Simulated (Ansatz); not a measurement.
The system is I.

```
CELL_PARAMETERS angstrom
3.63503 -2.39502 0.00000
3.63503 2.39502 0.00000
0.00000 0.00000 9.79344
ATOMIC_POSITIONS crystal
I 0.64930 0.35070 0.38440
I 0.14930 0.85070 0.11560
I 0.35070 0.64930 0.61560
I 0.85070 0.14930 0.88440
```

Base run:

* Program: Ansatz 0.2.0
* Functional: HSE06 form with a typed share of exact exchange
* Potentials or basis: Ansatz PAW
* Cutoff: 420 eV (not typed: the program's choice for these potentials)
* k mesh: 4 × 4 × 2
* Occupations: fermi-dirac, width 0.05 eV
* Spin: no spin polarisation

Its results: band gap on the k mesh 2.46 eV, indirect (least direct gap 2.69 eV); pressure 0.9 GPa; largest force 0.242 eV/Å.

Q: The run is repeated on the same cell with these changes: screening (1/å) from 0.1 to 0.3. What comes out?

A: Band gap on the k mesh 1.95 eV, indirect (least direct gap 2.14 eV); pressure 1.1 GPa; largest force 0.370 eV/Å.

Caveats: spin-orbit coupling is left out, which moves the levels of the heavy elements; the PAW data sets come from PBE, with cores solved anew for the run's functional, which leaves a small shift of forces and pressure; the thresholds are loose for stress.

A k mesh can miss the band edges.
